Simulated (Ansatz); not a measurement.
CoPdO2 in Ansatz: the effect of fixed moment

Crystal: CoPdO2.

```
Pd Co O
1.0
     1.43169    0.82659    5.95777
    -1.43169    0.82659    5.95777
     0.00000   -1.65317    5.95777
Pd Co O
1 1 2
Cartesian
  0.0000 0.0000 0.0000
  0.0000 0.0000 8.9367
  0.0000 0.0000 2.0103
  0.0000 0.0000 15.8630
```

The cell is a database's computed one.

Alike in all runs:

| Item | Value |
| --- | --- |
| Program | Ansatz 0.2.0 |
| Task | single point |
| Functional | PBE |
| Potentials or basis | Ansatz PAW |
| Cutoff | 420 eV (not typed: the program's choice for these potentials) |
| k mesh | 9 × 9 × 9 |
| Occupations | fermi-dirac, width 0.05 eV |

| fixed moment | spin | starting moments | energy over the lowest run (meV/atom) | pressure (GPa) | largest force (eV/Å) |
| --- | --- | --- | --- | --- | --- |
| 0 | collinear spin, program default start | - | 0.0 | -0.7 | 0.16 |
| 0.5 | collinear spin, ferromagnetic start | [0.0, 0.5, 0.0, 0.0] μB | 32.4 | 0.7 | 0.25 |
| 1 | collinear spin, ferromagnetic start | [0.0, 1.0, 0.0, 0.0] μB | 77.0 | 2.9 | 0.25 |
| 1.5 | collinear spin, ferromagnetic start | [0.0, 1.5, 0.0, 0.0] μB | 133.6 | 5.7 | 0.06 |
| 2 | collinear spin, ferromagnetic start | [0.0, 2.0, 0.0, 0.0] μB | ? | ? | ? |
| 2.5 | collinear spin, ferromagnetic start | [0.0, 2.5, 0.0, 0.0] μB | 245.0 | 11.9 | 1.07 |
| 3 | collinear spin, ferromagnetic start | [0.0, 3.0, 0.0, 0.0] μB | 296.7 | 14.6 | 1.55 |
| 4 | collinear spin, ferromagnetic start | [0.0, 4.0, 0.0, 0.0] μB | 409.7 | 19.9 | 2.26 |

**Question.** What does the run with fixed moment 2 give?

**Answer.** Energy over the lowest run 192.0 meV/atom; pressure 8.9 GPa; largest force 0.55 eV/Å.

Worked out: A parabola through the other rows of the energy over the lowest run, of slope 105 meV/atom per unit of fixed moment there, gives 184.9 meV/atom, against the run's 192.0. A parabola through the other rows of the pressure, of slope 5.38 GPa per unit of fixed moment there, gives 8.6 GPa, against the run's 8.9. A parabola through the other rows of the largest force, of slope 0.558 eV/Å per unit of fixed moment there, gives 0.64 eV/Å, against the run's 0.55.

Caveats: the total moment is fixed, so each spin has its own Fermi level; the thresholds are loose for stress; a cell with one magnetic atom can't hold antiferromagnetic order, which such compounds often take (some runs); forces of over 1 eV/Å show positions far from the minimum, so gaps and moduli don't describe the material at rest (some runs).
